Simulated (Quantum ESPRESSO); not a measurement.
# Ta2N under changes of volume

One of the cells (13.622 Å³/atom); the others are scaled copies at fixed shape and fractional positions:

```xyz
3
Lattice="3.1129 0.0000 0.0000 -1.5564 2.6958 0.0000 0.0000 0.0000 4.8698" Properties=species:S:1:pos:R:3 pbc="T T T"
Ta    0.0000    1.7972    1.2404
Ta    1.5564    0.8986    3.6294
N     0.0000    0.0000    0.0000
```

The cell comes from a database or a generator and needn't be the stable form of this composition.

- Program: Quantum ESPRESSO 7.5
- Functional: PBEsol
- Potentials or basis: GBRV 1.5 PBEsol
- Cutoff: 762 eV
- Density cutoff: 6095 eV
- k mesh: 10 × 10 × 6
- Occupations: fermi-dirac, width 0.05 eV
- Spin: no spin polarisation

```tsv
volume (Å³/atom)	energy over the lowest point (meV/atom)	pressure (GPa)	largest force (eV/Å)
12.805	10.36	9.6	0.111
13.077	0.00	2.6	0.028
13.350	0.79	-3.6	0.155
13.622	11.59	-9.1	0.270
13.895	31.33	-14.1	0.375
14.167	?	?	?
14.439	94.03	-22.6	0.556
```

Task: What does the run at 14.167 Å³/atom give?

Result: Energy over the lowest point 59.09 meV/atom; pressure -18.6 GPa; largest force 0.469 eV/Å.

Worked out: A Birch-Murnaghan fit of order 3 (a polynomial in V^(-2/3)) to the other rows has its minimum at 13.19 Å³/atom with B0 = V·E''(V) = 303 GPa and B' = 4.3 at fixed shape and positions, which overstates the stiffness. It gives 59.09 meV/atom at 14.167 Å³/atom, against the run's 59.09, and -dE/dV = -18.5 GPa, against -18.6.

Energies are extrapolated to zero smearing.
